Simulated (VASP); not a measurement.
A run of VASP 6.6.1 is set up as follows.

File INCAR:

```
SYSTEM = MgS
PREC = Accurate
ENCUT = 520
EDIFF = 1E-7
ISMEAR = 0
SIGMA = 0.02
LREAL = .FALSE.
LASPH = .TRUE.
NELM = 100
ALGO = Normal
ISIF = 2
LWAVE = .FALSE.
LCHARG = .TRUE.
GGA = PE
LELF = .TRUE.
LVHAR = .TRUE.
NBANDS = 16
```

The input KPOINTS:

```
Automatic mesh
0
G
  8 8 6
  0 0 0
```

POSCAR

```
MgS
1.0
    3.7963811565      0.0000000000      0.0000000000
    0.0000000000      3.7963811565      0.0000000000
    0.0000000000      0.0000000000      5.1206676899
Mg S
2 2
Direct
    0.0000000000      0.0000000000      0.0000000000
    0.5000000000      0.5000000000      0.5000000000
    0.5000000000      0.5000000000      0.0000000000
    0.0000000000      0.0000000000      0.5000000000
```

Potentials or basis: VASP PAW PBE potentials, release 64 (Mg, S).

Run with:

```sh
$ cat potpaw_PBE.64/Mg/POTCAR potpaw_PBE.64/S/POTCAR > POTCAR
$ mpirun -np 1 vasp_std > vasp.out
```

(1) What does it give for the band gap on the k mesh?

(2) Predict the pressure.

Answers

(1) 2.48 eV.

(2) -2.1 GPa.
